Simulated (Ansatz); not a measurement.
The system is Ag.

```
Ag
1.0
     0.00000    2.04275    2.04275
     2.04275    0.00000    2.04275
     2.04275    2.04275    0.00000
Ag
1
Direct
  0.00000 0.00000 0.00000
```

Base run:

```yaml
Program: Ansatz 0.2.0
Functional: SVWN5
Potentials_or_basis: Ansatz PAW
Cutoff: "420 eV (not typed: the program's choice for these potentials)"
k_mesh: 11 × 11 × 11
Occupations: fermi-dirac, width 0.05 eV
Spin: no spin polarisation
```

Its results: band gap on the k mesh none (metal or under the smearing width); pressure -7.7 GPa.

**Question.** After a change of settings the same cell gave: band gap on the k mesh none (metal or under the smearing width); pressure 8.5 GPa. Which change was it?
A. functional from SVWN5 to RPBE
B. functional from SVWN5 to PBE; cutoff from 420 eV (not typed: the program's choice for these potentials) to 350 eV
C. functional from SVWN5 to PBE; k mesh from 11 × 11 × 11 to 20 × 20 × 20
D. functional from SVWN5 to LDA; potentials or basis from Ansatz PAW to JTH PAW LDA; cutoff from 420 eV (not typed: the program's choice for these potentials) to 1380 eV; valence electrons from 19 to 11

**Answer.** A.

RPBE binds less tightly than SVWN5, so the same cell stands under more pressure.

Caveats: the PAW data sets come from PBE, with cores solved anew for the run's functional, which leaves a small shift of forces and pressure.
